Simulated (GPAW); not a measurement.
# Work function of 2H-WS2 monolayer at several levels, part 2 of 2

Aim: the work function of both faces of 2H-WS2 monolayer, and its spread over functionals and bases. Where a layer proves gapped, the work function hangs on where the smearing puts the Fermi level, and the band edges take its place.

GPAW 26.7.0; GPAW, PAW setups; layer in a repeated cell with vacuum, relaxation of atoms and in-plane cell (the session's first sound run).

So far, upper work function (eV): step 3 (the slab's potential, PBE, GPAW) 4.80; step 5 (self-consistent run: xc = "vdW-DF2", GPAW, PAW setups, GPAW) 5.20; step 6 (OptPBE vdW: xc = "optPBE-vdW", GPAW, PAW setups, GPAW) 5.05; step 7 (self-consistent run: xc = "RPBE") 4.71; step 8 (self-consistent run: xc = "LDA") 5.07.

**9. Real-space grid: mode = "fd" (continued)**

Electrostatic potential energy of an electron (without an applied field's), less the Fermi level, planar mean against z:

```csv
z (Å),"electrostatic potential energy of an electron (without an applied field's), less the Fermi level, planar mean (eV)"
0.0,4.81
0.5,4.81
1.0,4.81
1.5,4.81
2.0,4.81
2.5,4.81
3.0,4.81
3.5,4.80
4.0,4.80
4.5,4.79
5.0,4.71
5.5,4.36
6.0,2.62
6.5,-5.11
7.0,-19.4
7.5,-8.46
8.0,-11.4
8.5,-24.0
9.0,-15.4
9.5,-7.19
10.0,-17.8
10.5,-9.70
11.0,1.38
11.5,4.10
12.0,4.66
12.5,4.78
13.0,4.80
13.5,4.81
14.0,4.81
14.5,4.81
15.0,4.81
15.5,4.81
16.0,4.81
16.5,4.81
17.0,4.81
```

The highest filled level lies 0.914 eV under the Fermi level, so the ionisation energy from the upper face is 4.810 + 0.914 = 5.724 eV, against 5.725 eV in the base run.

**10. Atomic orbitals: mode = "lcao"**

Atom-centred orbitals end a few angstrom from the surface, which tests how much the density's tail matters.

File run.py:

```python
import json
import numpy as np
from ase import Atoms
from gpaw import GPAW

slab = Atoms(
    ['S', 'W', 'S'],
    positions=[
        [-0.00000, 1.83906, 7.00000],
        [-0.00000, 0.00000, 8.57214],
        [-0.00000, 1.83906, 10.14428]],
    cell=[[3.18534, 0.0, 0.0], [-1.59267, 2.75859, 0.0], [0.0, 0.0, 17.1443]],
    pbc=[True, True, False])

slab.calc = GPAW(mode='lcao', basis='dzp', h=0.18, xc='PBE', kpts={'size': (12, 12, 1), 'gamma': True},
                 occupations={'name': 'fermi-dirac', 'width': 0.05}, nbands='120%',
                 convergence={'density': 1e-05}, maxiter=200,
                 poissonsolver={'dipolelayer': 'xy'},
                 symmetry={'tolerance': 1e-3}, txt='slab.txt')
result = {}
energy = slab.get_potential_energy()
fermi = slab.calc.get_fermi_level()
v = slab.calc.get_electrostatic_potential().mean((0, 1)) - fermi
n = slab.calc.get_pseudo_density().mean((0, 1))
L = slab.cell[2, 2]
z = np.arange(len(v)) * L / len(v)
low, high = slab.positions[:, 2].min(), slab.positions[:, 2].max()
below, above = np.interp([low - 4.8, high + 4.8], z, v)
slopes = [np.interp(x, z, np.gradient(v, z)) for x in (low - 4.8, high + 4.8)]
eps = np.array([[slab.calc.get_eigenvalues(k, s) for k in range(len(slab.calc.get_ibz_k_points()))]
                for s in range(slab.calc.get_number_of_spins())]) - fermi
top, bottom = eps[eps < 0].max(), eps[eps > 0].min()
dipole = slab.get_dipole_moment()[2]
print(f'energy {energy:.4f} eV, Fermi level {fermi:.4f} eV, dipole {dipole:.5f} e A')
print(f'potential 4.8 A off the faces, from the Fermi level: lower {below:.4f} eV, upper {above:.4f} eV')
print(f'slope of the potential there: lower {slopes[0]:.5f}, upper {slopes[1]:.5f} eV/A')
print(f'nearest levels on the mesh: {top:.4f} and {bottom:.4f} eV')
print('magnetic moment', round(slab.get_magnetic_moment(), 3))
result.update(energy=energy, fermi=fermi, dipole=dipole, below=below, above=above, slopes=slopes, edges=[top, bottom],
              z=z.tolist(), v=v.tolist(), n=n.tolist(), positions=slab.positions.tolist(),
              forces=slab.get_forces(apply_constraint=False).tolist(), moments=slab.get_magnetic_moments().tolist())
json.dump(result, open('result.json', 'w'))
```

Launch:

```
OMP_NUM_THREADS=1 OPENBLAS_NUM_THREADS=1 python run.py
```

It took 63 s on 1 thread of Arm Neoverse V2, shared host; peak memory 0.25 GiB.

Numbers from this step:

- levels nearest the Fermi level on the mesh: -0.9199, 0.9134 eV from the Fermi level
- upper work function: 4.759 eV
- lower work function: 4.755 eV
- upper ionisation energy: 5.679 eV

The highest filled level lies 0.920 eV under the Fermi level, so the ionisation energy from the upper face is 4.759 + 0.920 = 5.679 eV, against 5.725 eV in the base run.

**11. Cost and result by level**

Times are for 1 thread of Arm Neoverse V2, shared host. The runs compared:

```csv
no.,run,upper ionisation energy (eV),time,memory (GiB)
1,pw,5.725,18 s,0.17
2,revPBE,5.625,18 s,0.17
3,vdW DF2,6.139,26 s,0.27
4,optPBE vdW,5.985,26 s,0.27
5,RPBE,5.628,18 s,0.17
6,LDA,5.978,17 s,0.17
7,fd,5.724,75 s,0.41
8,lcao,5.679,63 s,0.25
```

**12. Side by side**

Results and costs are gathered.

This step: comparison of work functions, dipole and cost (GPAW 26.7.0).

Ladder, by row:

```csv
step,code,"work function, upper (eV)","work function, lower (eV)",dipole (e Å),wall time (s),peak memory (GiB),threads
pw,GPAW,4.803,4.798,-1.89e-4,18.07,0.17,1
revPBE,GPAW,4.703,4.699,-1.89e-4,17.97,0.17,1
vdW-DF2,GPAW,5.198,5.194,-1.89e-4,25.76,0.27,1
optPBE-vdW,GPAW,5.052,5.048,-1.89e-4,25.96,0.27,1
RPBE,GPAW,4.707,4.703,-1.89e-4,17.88,0.17,1
LDA,GPAW,5.066,5.062,-1.89e-4,17.49,0.17,1
fd,GPAW,4.81,4.806,-2.09e-4,75.43,0.41,1
lcao,GPAW,4.759,4.755,-2.09e-4,62.6,0.25,1
```

**13. A changed run**

One more run, with changed settings.

This step: GPAW, PAW setups; slab in vacuum (GPAW 26.7.0).

run.py: that of step 10 with these lines changed.

```diff
@@ -3,3 +3,3 @@
 from ase import Atoms
-from gpaw import GPAW
+from gpaw import GPAW, PW
 
@@ -14,5 +14,5 @@
 
-slab.calc = GPAW(mode='lcao', basis='dzp', h=0.18, xc='PBE', kpts={'size': (12, 12, 1), 'gamma': True},
-                 occupations={'name': 'fermi-dirac', 'width': 0.05}, nbands='120%',
-                 convergence={'density': 1e-05}, maxiter=200,
+slab.calc = GPAW(mode=PW(400), xc='pbe96', kpts={'size': (12, 12, 1), 'gamma': True},
+                 occupations={'name': 'fermi-dirac', 'width': 0.05}, nbands='160%',
+                 convergence={'density': 1e-05}, maxiter=75,
                  poissonsolver={'dipolelayer': 'xy'},
```

Wall time 0.75 s (1 thread); peak memory 0.1 GiB.

The program refused the input before any cycle.

The program's message: “NameError: Unknown functional: pbe96.”

The change that led to it: xc = "pbe96".

**14. Outcome**

```json
{"work function, both faces (Fermi level placed in the gap by the smearing)": "4.80 eV", "ionisation energy from the upper face (highest filled level on the mesh)": "5.73 eV", "electron affinity from the upper face (lowest empty Kohn-Sham level on the mesh)": "3.91 eV", "dipole along the normal": "-1.9e-4 e Å"}
```

In words: With plane waves and PBE the ionisation energy from the upper face is 5.73 eV and the Kohn-Sham electron affinity 3.91 eV. The levels nearest the Fermi level on the mesh lie 1.82 eV apart, so the slab is gapped there: the smearing puts the Fermi level inside the gap, and from either face the ionisation energy is the work function plus 0.92 eV. Both are Kohn-Sham levels on the mesh, and semilocal gaps are too small, so the affinity tends to come out too large and the ionisation energy too small. Work functions of a gapped slab move with the place of the Fermi level in the gap; over the runs without a planted fault the highest filled level on the mesh lies 5.63 (revPBE) to 6.14 eV (vdW-DF2) under the upper vacuum level. With elements this heavy, spin-orbit coupling can move band edges by tenths of an eV. The layer's cell and atoms come from the relaxation; spin-orbit coupling and temperature are left out.

[Logs are printed without paths, hosts, clocks, repeated set-up lines and the standing remarks that a program may print on its own settings, such as how far it seeks lower states.]

[Hosts, paths, dates, database ids (printed as entryN), source tags and the programs' standing remarks are cut or masked in the printed files.]
